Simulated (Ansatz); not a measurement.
Crystal: MoS2.

```
CELL_PARAMETERS angstrom
3.16900 0.00000 0.00000
-1.58450 2.74443 0.00000
0.00000 0.00000 12.32400
ATOMIC_POSITIONS crystal
Mo 0.66667 0.33333 0.75000
Mo 0.33333 0.66667 0.25000
S 0.66667 0.33333 0.37700
S 0.33333 0.66667 0.87700
S 0.66667 0.33333 0.12300
S 0.33333 0.66667 0.62300
```

Program: Ansatz 0.2.0. Alike in all runs: potentials or basis Ansatz PAW; cell as given; cutoff (eV) 420.

Task: Order these runs on this cell by their pressure, lowest first.
A. level PBE; spin off; k mesh 10 × 10 × 3; smearing gaussian 0.015 eV
B. level RPBE; spin off; k mesh 10 × 10 × 3; smearing gaussian 0.02 eV
C. level BLYP; spin off; k mesh 10 × 10 × 3; smearing fermi-dirac 0.05 eV; points for each segment of the path 14
D. level PBE+D3(BJ); spin SOC, no magnetisation; k mesh 7 × 7 × 3; smearing tetrahedron

Result: D (-1.9 GPa), A (2.0 GPa), B (4.7 GPa), C (9.4 GPa).

Caveats: this functional lacks dispersion, which binds the layers, so the pressure and a relaxed spacing across them are unreliable (some runs); the PAW data sets come from PBE, with cores solved anew for the run's functional, which leaves a small shift of forces and pressure (some runs); with tetrahedron occupations forces and stress needn't match the slope of the energy (some runs).
